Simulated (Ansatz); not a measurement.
Input for Ansatz (plane-wave DFT, PAW):

```yaml
crystal:
  lattice:
    - [3.0751950084, 0.0, 0.0]
    - [-1.5375975042, 2.6631969989, 0.0]
    - [0.0, 0.0, 28.2474285646]
  atoms:
    - { symbol: C, position: [0.3333333333, 0.6666666667, 0.2655108936] }
    - { symbol: Si, position: [0.6666666667, 0.3333333333, 0.287708009] }
    - { symbol: C, position: [0.6666666667, 0.3333333333, 0.3548671131] }
    - { symbol: Si, position: [0.3333333333, 0.6666666667, 0.3770642284] }
    - { symbol: C, position: [0.3333333333, 0.6666666667, 0.4442233326] }
    - { symbol: Si, position: [0.6666666667, 0.3333333333, 0.4664204479] }
    - { symbol: C, position: [0.6666666667, 0.3333333333, 0.5335795521] }
    - { symbol: Si, position: [0.3333333333, 0.6666666667, 0.5557766674] }
    - { symbol: C, position: [0.3333333333, 0.6666666667, 0.6229357716] }
    - { symbol: Si, position: [0.6666666667, 0.3333333333, 0.6451328869] }
    - { symbol: C, position: [0.6666666667, 0.3333333333, 0.712291991] }
    - { symbol: Si, position: [0.3333333333, 0.6666666667, 0.7344891064] }
basis:
  ecutwfc: 500
kpoints:
  mp_grid: { grid: [13, 13, 1] }
hamiltonian:
  xc: r2scan
scf:
  occupations: { method: gaussian, width: 0.05 }
output:
  forces: true
  stress: true
  eigenvalues: true
efield:
  axis: 3
  dipole_correction: true
  ramp_width: 0.04
```

Launched with
```bash
ansatz run input.yaml --threads 1 --pin off --max-ram 2560MiB --backend cpu --events-out ev --progress --plain --runs-dir out
```

Method: DFT r2SCAN, scalar-relativistic, plane waves, PAW in Ansatz 0.2.0.

Part of what the program printed, abridged (final results; tables in files aren't shown):

```
SCF 1 converged in 23 iterations: F = -5343.140861 eV  dr2 = 2.86e-8
SCF converged after 23 iterations
Free energy (F): -5343.140861 eV
Harris-Foulkes:  -5343.140861 eV  (|F-HF|=5.03e-8)
Internal energy: -5343.123127 eV  (E = F + TS)
E sigma→0 (E₀):  -5343.131994 eV
Entropy (-TS):   -0.017735 eV (-1.478 meV/atom)
Fermi energy:    2.945549 eV
Dipole field:    D = 0.072262 V/Å  (p = 0.092386 e·Å, saw-weighted, corrected)
Work function:   Φ+ = 4.6524 eV   Φ− = 6.6936 eV
Levels:          The Fermi level and band energies are counted from a zero that moves with the ramp; work functions are not
--- Per-component energies (eV) ---
  E_band       = -193.795412
  E_kinetic    = 807.522949
  E_local      = -26715.031128  (includes V_loc(G=0)·N_el)
  E_nonlocal   = 303.159645
  E_hartree    = 13068.279901
  E_xc         = -603.529375
  E_vxc        = -705.969589  (∫ρ·V_xc dr)
  E_paw        = -3720.875233  (= ΣΔE_a)
  E_vpaw       = -53.755798  (= ΣTr[D̂ρ^β])
  E_aug_tail   = 0.000049  (compensation charges beyond the density's cutoff)
  E_vtau       = 33.717829  (kinetic-family band-sum trace: ∫τ·v_τ [+ j·A + Jᵃ·Aᵃ] dr)
  E_efield     = 0.003338  (sawtooth field / dipole correction)
  E_vefield    = 0.006676  (∫n·V_field dr)
  E_ewald      = 11517.953968
  E_core_change = -0.607240  (= ΣΔE_core)
  E_smearing   = -0.017735  (= −TS)
--- Forces (eV/Å), atoms counted from 1 ---
  atom   1  C      0.00000000     0.00000000     2.53334231
  atom   2  Si     0.00000000     0.00000000    -2.89806470
  atom   3  C      0.00000000     0.00000000     0.76304380
  atom   4  Si     0.00000000     0.00000000    -0.54683016
  atom   5  C      0.00000000     0.00000000     0.36966388
  atom   6  Si     0.00000000     0.00000000    -0.36908435
  atom   7  C      0.00000000     0.00000000     0.30441144
  atom   8  Si     0.00000000     0.00000000    -0.31521931
  atom   9  C      0.00000000     0.00000000     0.27130857
  atom  10  Si     0.00000000     0.00000000    -0.45446640
  atom  11  C      0.00000000     0.00000000     0.66645873
  atom  12  Si     0.00000000     0.00000000    -0.32460429
--- Stress (GPa, compression-positive) ---
       -0.037807       0.000000       0.000000
        0.000000      -0.037807       0.000000
        0.000000       0.000000      -0.100863
  P = ⅓ Tr σ = -0.0588 GPa (-0.588 kbar)
--- Band table (eV; the first three rows and the last of 21) ---
  k-point 0: bands = ["-14.4574", "-13.8654", "-13.2052", "-12.3985", "-11.5214", "-10.2883", "-6.6432", "-5.1564", "-3.4022", "-1.4907", "0.3738", "0.3738", "0.4193", "0.7878", "0.7878", "1.1424", "1.1424", "1.4841", "1.4841", "1.9118", "1.9118", "2.5778", "2.9604", "3.0464", "3.0464", "7.2675", "7.6175", "7.8341", "8.4443", "8.9608", "8.9620", "8.9620", "9.1986", "9.3954", "9.3954", "9.4507"]
  k-point 1: bands = ["-14.3516", "-13.7605", "-13.1020", "-12.2980", "-11.4246", "-10.1901", "-6.5508", "-5.0767", "-3.3442", "-1.4756", "-0.1955", "0.1980", "0.2385", "0.3427", "0.6276", "0.6841", "1.0043", "1.1047", "1.3700", "1.4240", "1.8131", "2.4429", "2.8081", "2.9342", "2.9855", "7.6089", "7.7318", "8.1298", "8.5645", "8.6903", "8.9999", "9.1823", "9.2097", "9.4250", "9.5570", "9.6630"]
  k-point 2: bands = ["-14.0369", "-13.4486", "-12.7955", "-12.0007", "-11.1395", "-9.9001", "-6.2840", "-4.8597", "-3.2268", "-1.6336", "-1.4691", "-0.9323", "-0.4401", "-0.2846", "-0.2222", "0.2345", "0.3209", "0.6517", "0.7343", "1.0677", "1.4718", "1.5431", "2.6411", "2.8437", "2.9771", "7.2144", "7.6389", "8.0614", "8.1485", "8.7825", "9.0821", "9.4640", "9.5428", "9.6827", "9.8004", "9.9393"]
  k-point 20: bands = ["-10.3787", "-10.0239", "-9.8192", "-9.5444", "-9.1670", "-7.5404", "-6.1292", "-5.9390", "-5.4594", "-5.1918", "-4.8844", "-4.5911", "-4.3346", "-3.8139", "-3.6425", "-3.0956", "-2.4094", "-2.2472", "-1.5366", "-1.3413", "-0.9911", "-0.4467", "0.1937", "3.1419", "3.2146", "4.9399", "6.1550", "7.4810", "7.8847", "8.4091", "9.1656", "9.3184", "10.0686", "10.2378", "10.7147", "10.9129"]
```

The calculation finished and met its thresholds.

The run took 86 s on 1 thread of Arm Neoverse V1, on a shared host, peak memory 0.91 GiB.